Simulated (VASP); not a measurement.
# OSi in VASP: settings compared

One molecule, OSi, is run at these levels: BLYP+D4, B3LYP+D3(BJ), revPBE+D3(BJ); tasks: single point.

Everything below comes from runs of VASP 6.6.1. Logs are shortened: lines on timing, memory, paths and dates and some standing lists are left out, and cuts for length are marked.

**1. The molecule as given**

The cell holds a molecule in a box, 2 atoms: a = 11.000 Å, b = 10.000 Å, c = 10.000 Å, α = 90.00°, β = 90.00°, γ = 90.00°.

**2. Single point, BLYP+D4**

Input file INCAR:

```
SYSTEM = SiO
PREC     = Accurate       ! precision mode
ENCUT    = 520            ! plane-wave cutoff, eV
EDIFF    = 1E-6           ! SCF threshold, eV
ISMEAR   = 0              ! smearing method
SIGMA    = 0.01           ! smearing width, eV
LREAL    = .False.        ! projectors in reciprocal space
LASPH    = .True.         ! aspherical terms in the spheres
NELM     = 100            ! most SCF steps
ALGO     = Fast           ! electronic algorithm
ISIF     = 2              ! what is computed and relaxed
LWAVE    = .False.        ! write WAVECAR
LCHARG   = .False.        ! write CHGCAR
GGA      = B5             ! functional
ALDAX    = 1.0          
AGGAX    = 1.0          
AGGAC    = 1.0          
ALDAC    = 0.0          
IVDW     = 13             ! dispersion correction
VDW_S6   = 1.0          
VDW_S8   = 2.34076671   
VDW_A1   = 0.44488865   
VDW_A2   = 4.0933009
```

Input file KPOINTS:

```
regular mesh
0
Gamma
  1 1 1
  0 0 0
```

Input file POSCAR:

```
SiO
1.0
   11.0000000000      0.0000000000      0.0000000000
    0.0000000000     10.0000000000      0.0000000000
    0.0000000000      0.0000000000     10.0000000000
O Si
1 1
Direct
    0.4429363600      0.5252500000      0.4710000000
    0.5594272700      0.4789500000      0.5358000000
```

Potentials or basis: VASP PAW PBE potentials, release 64 (O, Si).

Started as:

```console
$ cat potpaw_PBE.64/O/POTCAR potpaw_PBE.64/Si/POTCAR > POTCAR
$ mpirun -np 1 vasp_gam > vasp.out
```

OUTCAR:

```text
SYSTEM = SiO
   PREC = Accurate
   ENCUT = 520
   EDIFF = 1E-6
   ISMEAR = 0
   LREAL = .False.
   LASPH = .True.
   NELM = 100
   ISIF = 2
   GGA = B5
   IVDW = 13

 ion  position               nearest neighbor table
   1  0.443  0.525  0.471-   2 1.51
   2  0.559  0.479  0.536-   1 1.51

  LATTYP: Found a simple tetragonal cell.
 ALAT       =    10.0000000000
 C/A-ratio  =     1.1000000000

  Lattice vectors:

 A1 = (   0.0000000000,  10.0000000000,   0.0000000000)
 A2 = (   0.0000000000,   0.0000000000,  10.0000000000)
 A3 = (  11.0000000000,   0.0000000000,   0.0000000000)

Analysis of symmetry for initial positions (statically):
=====================================================================
 Subroutine PRICEL returns:
 Original cell was already a primitive cell.

 Routine SETGRP: Setting up the symmetry group for a
 simple tetragonal supercell.

 Subroutine GETGRP returns: Found  1 space group operations
 (whereof  1 operations were pure point group operations)
 out of a pool of 16 trial point group operations.

The static configuration has the point symmetry C_1 .

Analysis of symmetry for dynamics (positions and initial velocities):
=====================================================================
 Subroutine PRICEL returns:
 Original cell was already a primitive cell.

 Routine SETGRP: Setting up the symmetry group for a
 simple tetragonal supercell.

 Subroutine GETGRP returns: Found  1 space group operations
 (whereof  1 operations were pure point group operations)
 out of a pool of 16 trial point group operations.

The dynamic configuration has the point symmetry C_1 .

 Subroutine INISYM returns: Found  1 space group operations
 (whereof  1 operations are pure point group operations),
 and found     1 'primitive' translations

----------------------------------------------------------------------------------------

                                     Primitive cell

  volume of cell :    1100.0000

  direct lattice vectors                    reciprocal lattice vectors
    11.000000000  0.000000000  0.000000000     0.090909091  0.000000000  0.000000000
     0.000000000 10.000000000  0.000000000     0.000000000  0.100000000  0.000000000
     0.000000000  0.000000000 10.000000000     0.000000000  0.000000000  0.100000000

  length of vectors
    11.000000000 10.000000000 10.000000000     0.090909091  0.100000000  0.100000000

  position of ions in fractional coordinates (direct lattice)
     0.442936360  0.525250000  0.471000000
[... 54 lines left out ...]
   EDIFF  = 0.1E-05   stopping-criterion for ELM
   LREAL  =      F    real-space projection
   EDIFFG = 0.1E-04   stopping-criterion for IOM
   NSW    =      0    number of steps for IOM
   IBRION =     -1    ionic relax: 0-MD 1-quasi-New 2-CG
   NFREE  =      0    steps in history (QN), initial steepest desc. (CG)
   ISIF   =      2    stress and relaxation
   ISYM   =      2    0-nonsym 1-usesym 2-fastsym
   POTIM  = 0.5000    time-step for ionic-motion
   TEBEG  =    0.0;   TEEND  =   0.0 temperature during run
   PSTRESS=    0.0 pullay stress
   NELECT =      10.0000    total number of electrons
   NUPDOWN=      -1.0000    fix difference up-down
   EMIN   =  10.00;   EMAX   =-10.00  energy-range for DOS
   EFERMI =   0.00;   METHOD = LEGACY
   ISMEAR =     0;   SIGMA  =   0.01  broadening in eV -4-tet -1-fermi 0-gaus
   EFERMI_NEDOS =   21; number of points for ismear=-14 and -15
   IALGO  =     68    algorithm
   IMIX   =      4    mixing-type and parameters
     AMIX     =   0.40;   BMIX     =  1.00
     AMIX_MAG =   1.60;   BMIX_MAG =  1.00
  volume/ion in A,a.u.               =     550.00      3711.58
  Fermi-wavevector in a.u.,A,eV,Ry     =   0.341673  0.645668  1.588350  0.116740
  Thomas-Fermi vector in A             =   1.246405
   LORBIT       =      0    0 simple, 1 ext, 2 COOP (PROOUT), +10 PAW based schemes
   GGA     = B5    functional components
   LHFCALC =     F    Hartree Fock is set to
   AEXX    =    0.0000 exact exchange contribution
   IVDW    =    13    specifies the selected vdW correction
   LEPSILON=     F    determine dielectric tensor
   LRPA    =     F    only Hartree local field effects (RPA)
 non-spin polarized calculation
 RMM-DIIS sequential band-by-band and
 Gauss-broadening in eV      SIGMA  =   0.01
  energy-cutoff  :      520.00
  volume of cell :     1100.00
 maximum number of plane-waves:     14859
 NGX is ok and might be reduce to    84
   NGX = 41   NGY = 37   NGZ = 37

 number of electron      10.0000000 magnetization

 number of electron       9.9999998 magnetization

 Free energy of the ion-electron system (eV)
  ---------------------------------------------------
  ext. energy  EPLUGINS =         0.00000000
  ---------------------------------------------------
  free energy    TOTEN  =       -11.02576722 eV

  energy without entropy =      -11.02576722  energy(sigma->0) =      -11.02576722

 E-fermi :  -6.9790     XC(G=0):  -0.7278

 val. band max:       -7.0839823489   @ k =   0.0000   0.0000   0.0000
 cond. band min:      -2.4952981341   @ k =   0.0000   0.0000   0.0000
 fundamental gap:      4.5886842148
 Fermi energy:        -6.9789862637

 k-point     1 :       0.0000    0.0000    0.0000
  band No.  band energies     occupation
      1     -22.9827      2.00000
      2     -10.2828      2.00000
      3      -7.6668      2.00000
      4      -7.6666      2.00000
      5      -7.0840      2.00000
      6      -2.4953      0.00000
      7      -2.4940      0.00000
      8      -0.1998      0.00000
      9       0.0360      0.00000

------------------------ aborting loop because EDIFF is reached ----------------------------------------

  DFT-D4 for vdW energy calculation

  Edisp (eV):   -0.05249

  FORCE on cell =-STRESS in cart. coord.  units (eV):
  Direction    XX          YY          ZZ          XY          YZ          ZX
  --------------------------------------------------------------------------------------
  -------------------------------------------------------------------------------------
  Total       1.32050     0.15519     0.32273    -0.50344    -0.25602     0.70468
  in kB       1.92333     0.22603     0.47006    -0.73327    -0.37289     1.02639
  external pressure =        0.87 kB  Pullay stress =        0.00 kB

 VOLUME and BASIS-vectors are now :
 -----------------------------------------------------------------------------
  energy-cutoff  :      520.00
  volume of cell :     1100.00
      direct lattice vectors                 reciprocal lattice vectors
    11.000000000  0.000000000  0.000000000     0.090909091  0.000000000  0.000000000
     0.000000000 10.000000000  0.000000000     0.000000000  0.100000000  0.000000000
     0.000000000  0.000000000 10.000000000     0.000000000  0.000000000  0.100000000

 POSITION                                       TOTAL-FORCE (eV/Angst)
 -----------------------------------------------------------------------------------
      4.87230      5.25250      4.71000        -1.077314      0.392504     -0.549065
      6.15370      4.78950      5.35800         1.077314     -0.392504      0.549065
 -----------------------------------------------------------------------------------
    total drift:                               -0.001462      0.000515     -0.001067

  FREE ENERGIE OF THE ION-ELECTRON SYSTEM (eV)
  ---------------------------------------------------
  free  energy   TOTEN  =       -11.0782606864 eV

  energy  without entropy=      -11.0782606864  energy(sigma->0) =      -11.07826069
```

Wall time 1.7 min (1 thread of Intel Xeon 6975P-C (Granite Rapids), shared host); peak memory 0.92 GiB.

Results:

- Free energy: -11.0783 eV
- Largest force: 1.271 eV/Å
- Gap between the frontier levels: 4.59 eV
- Dispersion energy per atom: -0.026 eV

Forces in eV/Å, atoms in the order of the input:
```
O   -1.077  0.393 -0.549
Si   1.077 -0.393  0.549
```

Caveat: the PAW data sets were made with another functional, which shifts forces and pressure a little.

**3. Single point, B3LYP+D3(BJ)**

Input file POSCAR:

```
SiO
1.0
   11.0000000000      0.0000000000      0.0000000000
    0.0000000000     10.0000000000      0.0000000000
    0.0000000000      0.0000000000     10.0000000000
O Si
1 1
Cartesian
    4.8722999600      5.2525000000      4.7100000000
    6.1536999700      4.7895000000      5.3580000000
```

Input file INCAR.step1:

```
SYSTEM = SiO
PREC = Accurate
ENCUT = 520
EDIFF = 1E-5
ISMEAR = 0
SIGMA = 0.01
LREAL = .False.
LASPH = .True.
NELM = 60
ALGO = Normal
ISIF = 2
LWAVE = .True.
NBANDS = 12
GGA = PE
```

Input file INCAR.step2:

```
SYSTEM = SiO
PREC = Accurate
ENCUT = 520
EDIFF = 1E-6
ISMEAR = 0
SIGMA = 0.01
LREAL = .False.
LASPH = .True.
NELM = 60
ALGO = Normal
ISIF = 2
LWAVE = .False.
LCHARG = .True.
GGA = B3
LHFCALC = .True.
AEXX = 0.2
AGGAX = 0.72
AGGAC = 0.81
ALDAC = 0.19
PRECFOCK = Normal
IVDW = 12
LELF = .True.
LVHAR = .True.
LVACPOTAV = .True.
NBANDS = 12
ISTART = 1
```

KPOINTS is that of step 2.

Potentials or basis: VASP PAW PBE potentials, release 64 (O, Si).

Started as:

```console
$ cat potpaw_PBE.64/O/POTCAR potpaw_PBE.64/Si/POTCAR > POTCAR
$ cp INCAR.step1 INCAR
$ mpirun -np 1 vasp_gam > vasp.out
$ cp INCAR.step2 INCAR
$ mpirun -np 1 vasp_gam > vasp.out
```

It took 3.6 min on 1 thread of Intel Xeon 6975P-C (Granite Rapids), shared host; peak memory 0.89 GiB.

Results (log left out):

- Free energy: -14.1951 eV
- Largest force: 0.230 eV/Å
- Gap between the frontier levels: 6.37 eV
- Dispersion energy per atom: -0.018 eV

Forces in eV/Å, atoms in the order of the input:
```
O   -0.193  0.073 -0.103
Si   0.193 -0.073  0.103
```

Levels at points of the mesh, in eV from the valence-band top:
| k point | band 2 | band 3 | band 4 | band 5 | band 6 | band 7 | band 8 | band 9 |
| --- | --- | --- | --- | --- | --- | --- | --- | --- |
| (0.00, 0.00, 0.00) | -3.41 | -0.58 | -0.58 | 0.00 | 6.37 | 6.38 | 8.32 | 8.69 |

Caveat: the PAW data sets were made with another functional, which shifts forces and pressure a little.

**4. Single point, revPBE+D3(BJ)**

Input file INCAR:

```
SYSTEM = SiO
PREC     = Accurate       ! precision mode
ENCUT    = 900            ! plane-wave cutoff, eV
EDIFF    = 1E-6           ! SCF threshold, eV
ISMEAR   = 0              ! smearing method
SIGMA    = 0.01           ! smearing width, eV
LREAL    = .False.        ! projectors in reciprocal space
LASPH    = .True.         ! aspherical terms in the spheres
NELM     = 60             ! most SCF steps
ALGO     = Normal         ! electronic algorithm
ISIF     = 2              ! what is computed and relaxed
LWAVE    = .False.        ! write WAVECAR
LCHARG   = .False.        ! write CHGCAR
GGA      = RE             ! functional
IVDW     = 12             ! dispersion correction
NBANDS   = 12             ! bands
```

Input file KPOINTS:

```
Automatic mesh
0
Gamma
  1 1 1
  0 0 0
```

Input file POSCAR:

```
SiO
1.0
   11.0000000000      0.0000000000      0.0000000000
    0.0000000000     10.0000000000      0.0000000000
    0.0000000000      0.0000000000     10.0000000000
O Si
1 1
Direct
    0.4429363600      0.5252500000      0.4710000000
    0.5594272700      0.4789500000      0.5358000000
```

Potentials or basis: VASP PAW PBE potentials, release 64 (O_h, Si).

Started as:

```console
$ cat potpaw_PBE.64/O_h/POTCAR potpaw_PBE.64/Si/POTCAR > POTCAR
$ mpirun -np 1 vasp_gam > vasp.out
```

Wall time 90 s (1 thread of Intel Xeon 6975P-C (Granite Rapids), shared host); peak memory 1.6 GiB.

Results (log left out):

* Free energy: -11.1175 eV
* Largest force: 1.249 eV/Å
* Gap between the frontier levels: 4.59 eV
* Dispersion energy per atom: -0.023 eV

Forces in eV/Å, atoms in the order of the input:
```
O   -1.059  0.385 -0.539
Si   1.059 -0.385  0.539
```

Levels at points of the mesh, in eV from the valence-band top:
```csv
k point,band 2,band 3,band 4,band 5,band 6,band 7,band 8,band 9
"(0.00, 0.00, 0.00)",-3.25,-0.62,-0.62,0.00,4.59,4.59,6.82,7.09
```

Caveat: the cutoff is under 1.25 times the usual one of these potentials, so pressure, stress and relaxed cells hold a basis-set (Pulay) error; the PAW data sets were made with another functional, which shifts forces and pressure a little. Expect the measured gap to be larger: semilocal functionals such as revPBE lack the derivative discontinuity.

**5. Overview**

| level | potentials or basis | cutoff (eV) | grid for exact exchange (PRECFOCK) | exchange at q = 0 | gap on the mesh (eV) | largest force (eV/Å) |
| --- | --- | --- | --- | --- | --- | --- |
| BLYP+D4 | VASP PAW PBE potentials, release 64 (O, Si) | 520 | - | - | 4.59 | 1.27 |
| B3LYP+D3(BJ) | VASP PAW PBE potentials, release 64 (O, Si) | 520 | Normal | default | 6.37 | 0.23 |
| revPBE+D3(BJ) | VASP PAW PBE potentials, release 64 (O_h, Si) | 900 | - | - | 4.59 | 1.25 |

Alike in all rows: task single point; no spin polarisation; cell as given; k mesh 1 × 1 × 1; smearing gaussian 0.01 eV.

Caveats: the PAW data sets were made with another functional, which shifts forces and pressure a little; the cutoff is under 1.25 times the usual one of these potentials, so pressure, stress and relaxed cells hold a basis-set (Pulay) error (some runs).

Total energies depend on the potentials used, so only differences within one code and one set of settings carry meaning.
